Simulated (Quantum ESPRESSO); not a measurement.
Runs of Quantum ESPRESSO 7.5 on AlN. Symmetry: F-43m, No. 216, cubic system. The conventional cell has a = 4.368 Å, b = 4.368 Å, c = 4.368 Å, α = 90.00°, β = 90.00°, γ = 90.00°. Al (site symmetry -43m) is surrounded by 4 N at 1.89 Å. Around N (site symmetry -43m) lie 4 Al at 1.89 Å. Measurements of this composition are mostly on another form, of space group No. 186.

```tsv
level	potentials or basis	k mesh	cutoff (eV)	k mesh of the self-consistent run	form of the LDA	gap on the mesh (eV)
PBE	SG15 PBE 1.2	4 × 4 × 4	952	-	-	3.31
PBE	PseudoDojo 0.4.1 SR PBE standard	4 × 4 × 4	1143	10 × 10 × 10	-	(b)
PBE	PseudoDojo 0.4.1 SR PBE standard	5 × 5 × 5	1143	-	-	3.90
LDA	PseudoDojo 0.4.1 SR LDA standard	4 × 4 × 4	1143	10 × 10 × 10	PW92	3.26
PBE	PseudoDojo 0.4.1 SR PBE standard	4 × 4 × 4	626	10 × 10 × 10	-	(a)
```

Alike in all rows: task single point; no spin polarisation; cell as given; smearing fixed; the mesh is coarse, so values aren't converged.

Task: Estimate the missing entries.

Result: (a) 3.30; (b) 3.32.

Caveats: all runs use coarse meshes; a mesh with odd counts misses the zone's faces, so its gaps can be larger than the crystal's (some runs); an odd mesh through Γ misses points on the zone boundary, where band edges often lie (some runs).

The runs don't all hold the same shells in valence.
